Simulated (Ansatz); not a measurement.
BaTiO3 in Ansatz, single run

The input file (Ansatz 0.2.0, plane waves):

```yaml
crystal:
  lattice:
    - [4.04014052, 0.0, 0.0]
    - [0.01128204, 4.04012034, 0.0]
    - [0.02256408, 0.02250353, 8.0802205]
  atoms:
    - { symbol: Ba, position: [0.0, 0.0, 0.0] }
    - { symbol: Ba, position: [0.0, 0.0, 0.5] }
    - { symbol: Ti, position: [0.488, 0.488, 0.244] }
    - { symbol: Ti, position: [0.488, 0.488, 0.744] }
    - { symbol: O, position: [0.5116, 0.5116, 0.00975] }
    - { symbol: O, position: [0.5116, 0.5116, 0.50975] }
    - { symbol: O, position: [0.0195, 0.5116, 0.2558] }
    - { symbol: O, position: [0.0195, 0.5116, 0.7558] }
    - { symbol: O, position: [0.5116, 0.0195, 0.2558] }
    - { symbol: O, position: [0.5116, 0.0195, 0.7558] }
  symmetry: { tolerance: 0.0003 }
kpoints:
  mp_grid: { grid: [5, 5, 3], shift: [0, 0, 0] }
magnetization:
  spin_polarized: false
scf:
  occupations: { method: gaussian, width: 0.1 }
hamiltonian:
  pseudopotentials: { kind: paw }
  xc: r2scan
basis:
  ecutwfc: 500
output:
  forces: true
  stress: true
  eigenvalues: true
  write_density: true
  write_potential: true
  elf: true
  volumetric_format: npy
```

Run with:

```bash
ansatz run input.yaml --threads 1 --pin off --max-ram 2560MiB --backend cpu --events-out ev --progress --plain --runs-dir out
```

Origin of the cell: a database entry, scaled a little.

Output (shortened):

```
Warning: crystal.lattice misses the space group found at crystal.symmetry.tolerance 3.0e-4 in a digit that the deck types, which is why this is a warning: making the lattice exact moves one o […]
Pseudopotentials: kind: paw
Pseudopotential: Ba, paw, valence charge 10, recommended cutoff 500 eV (meta_gga), Ba.paw.azcp
Pseudopotential: Ti, paw, valence charge 12, recommended cutoff 500 eV (meta_gga), Ti.paw.azcp
Pseudopotential: O, paw, valence charge 6, recommended cutoff 500 eV (meta_gga), O.paw.azcp
Functional definition: r2SCAN
  exchange = r2scan_x(k0 = k0, k1 = k1, a1 = a1)
  correlation = r2scan_c
Crystal: 10 atoms, lattice volume = 131.891 Å³
Basis set: ecut = 500 eV, 3409 PW (Γ), exchange–correlation on 120×120×240 points (64 copies of the dense FFT grid, shifted against one another)
Bands: 50, of which v1, the nominal top of the filled ones, is band 40 counted from 1 (39 counted from 0)
[… 12 lines left out …]
Initial density: superposition of atomic densities (neutral atoms: chi_scale 0, normalization atom), corrected by the library's trained network
Functional: x = r2scan, c = r2scan; τ floored in thin density (d = 2e-4 eV/Å³)
SCF iter   1: F=—  HF=-20367.468004 eV  Δρ=2.10e-2  dr2=7.41e-1  dr2_τ=4.71e-1
SCF iter   2: F=—  HF=-20367.665475 eV  Δρ=1.14e-2  dr2=1.09e-1  dr2_τ=4.18e-2  defer=73
SCF iter   3: F=—  HF=-20367.650514 eV  Δρ=3.57e-3  dr2=1.16e-2  dr2_τ=8.50e-4  defer=73
SCF iter   4: F=—  HF=-20367.648942 eV  Δρ=1.49e-3  dr2=2.14e-3  dr2_τ=3.23e-4  defer=73
SCF iter   5: F=—  HF=-20367.648650 eV  Δρ=3.16e-4  dr2=1.01e-4  dr2_τ=8.33e-6  defer=73
SCF iter   6: F=—  HF=-20367.648646 eV  Δρ=7.93e-5  dr2=9.80e-6  dr2_τ=6.03e-7  defer=73
SCF iter   7: F=—  HF=-20367.648648 eV  Δρ=1.85e-5  dr2=3.64e-7  dr2_τ=5.40e-8  defer=73
SCF iter   8: F=—  HF=-20367.648648 eV  Δρ=8.90e-6  dr2=1.15e-7  dr2_τ=1.13e-8
SCF iter   9: F=-20367.648648 eV  HF=-20367.648648 eV  Δρ=2.38e-6  dr2=8.21e-9  dr2_τ=2.15e-10
SCF 1 converged in 9 iterations: F = -20367.648648 eV  dr2 = 8.21e-9
SCF converged after 9 iterations
Free energy (F): -20367.648648 eV
Harris-Foulkes:  -20367.648648 eV  (|F-HF|=6.12e-9)
Internal energy: -20367.648648 eV  (E = F + TS)
E sigma→0 (E₀):  -20367.648648 eV
Fermi energy:    10.852822 eV
--- Per-component energies (eV) ---
  E_band       = -378.332513
  E_kinetic    = 1944.100623
  E_local      = -4294.125678  (includes V_loc(G=0)·N_el)
  E_nonlocal   = 399.170805
  E_hartree    = 1673.837759
  E_xc         = -949.494163
  E_vxc        = -1207.151556  (∫ρ·V_xc dr)
  E_paw        = -13569.815768  (= ΣΔE_a)
  E_vpaw       = -641.733458  (= ΣTr[D̂ρ^β])
  E_aug_tail   = 0.006248  (compensation charges beyond the density's cutoff)
  E_vtau       = 73.725999  (kinetic-family band-sum trace: ∫τ·v_τ [+ j·A + Jᵃ·Aᵃ] dr)
  E_ewald      = -5570.770747
  E_core_change = -0.557728  (= ΣΔE_core)
  E_smearing   = -0.000000  (= −TS)
  Σ components = -20367.648648   (vs F -20367.648648, Δ=0.00e0)
--- Forces (eV/Å), atoms counted from 1 ---
  atom   1  Ba    -0.008000    -0.007977    -0.008103
  atom   2  Ba    -0.008000    -0.007977    -0.008103
  atom   3  Ti    -0.171718    -0.171239    -0.174241
  atom   4  Ti    -0.171718    -0.171239    -0.174241
  atom   5  O     -0.013313    -0.013275     0.205259
  atom   6  O     -0.013313    -0.013275     0.205259
  atom   7  O      0.204131    -0.011618    -0.011434
  atom   8  O      0.204131    -0.011618    -0.011434
  atom   9  O     -0.011048     0.204163    -0.011434
  atom  10  O     -0.011048     0.204163    -0.011434
  max |Σ_I F_I| component: 1.07e-4 eV/Å
--- Stress (GPa, compression-positive) ---
       -2.981866       0.082605       0.083172
        0.082605      -2.982328       0.082940
        0.083172       0.082940      -2.981695
  P = ⅓ Tr σ = -2.9820 GPa (-29.820 kbar)
```

Time: 47 s on 1 thread of Intel(R) Xeon(R) CPU @ 2.80GHz (Skylake/Cascade Lake), with other jobs on the host, peak memory 0.67 GiB, from the program's own first density.
